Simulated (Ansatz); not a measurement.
## V on a Si site in Si

Level of theory: Ansatz, DFT PBE, scalar-relativistic, plane waves, PAW. Settings: 420 eV cutoff, 2×2×2 k-mesh, shifted by half a step, Gaussian smearing of 0.02 eV, collinear spin.

Host crystal, relaxed:

```yaml
crystal:
  lattice:
    - [3.85128, 0.00000, 0.00000]
    - [-1.92564, 3.33531, 0.00000]
    - [0.00000, 0.00000, 6.36502]
  atoms:
    - { symbol: Si, position: [0.33333, 0.66667, 0.06293] }
    - { symbol: Si, position: [0.66667, 0.33333, 0.56293] }
    - { symbol: Si, position: [0.33333, 0.66667, 0.43707] }
    - { symbol: Si, position: [0.66667, 0.33333, 0.93707] }
```

Supercell of 36 atoms, rows in host cell vectors: -1 1 -1; 2 1 -1; -1 -2 -1. Atoms relax at the host's cell from a start displaced at random by 0.05 Å near the defect, so other minima may exist. The cell is small, so energies carry finite-size errors of tenths of an eV. The host's Kohn–Sham gap is 0.45 eV. Atoms are taken from and returned to the elements' standard states. Charged cells are corrected for image charges with the computed static dielectric tensor (mean 13.0) and aligned with the host's potential at far atoms (alignment terms reach 0.09 eV). No band-filling term is added, and the Fermi level counts from the host's valence band top.

Starting moments were lost in some runs.

Defect: V on a Si site set at (0.333, 0.667, 0.063) of the host cell. Before relaxation its nearest neighbours are 3 Si at 2.36 Å, 1 Si at 2.38 Å.

```json
{"charge": "+1", "E_f at the valence band top (eV)": "3.24", "over the neutral state (eV)": "0.46", "moment (μB)": "0.00", "largest move (Å)": "0.07", "atoms near the site": "1 Si at 2.42 Å, 3 Si at 2.44 Å"}
{"charge": "0", "E_f at the valence band top (eV)": "2.77", "over the neutral state (eV)": "0.00", "moment (μB)": "1.00", "largest move (Å)": "0.07", "atoms near the site": "4 Si at 2.43 Å"}
{"charge": "-1", "E_f at the valence band top (eV)": "2.80", "over the neutral state (eV)": "0.02", "moment (μB)": "2.00", "largest move (Å)": "0.06", "atoms near the site": "3 Si at 2.42 Å, 1 Si at 2.44 Å"}
```

Among the charges computed the stable one is 0 at the valence band top, changing to -1 at 0.02 eV. In charge +1 the extra carrier would gain by moving to a band edge of the host, so it isn't bound in the gap.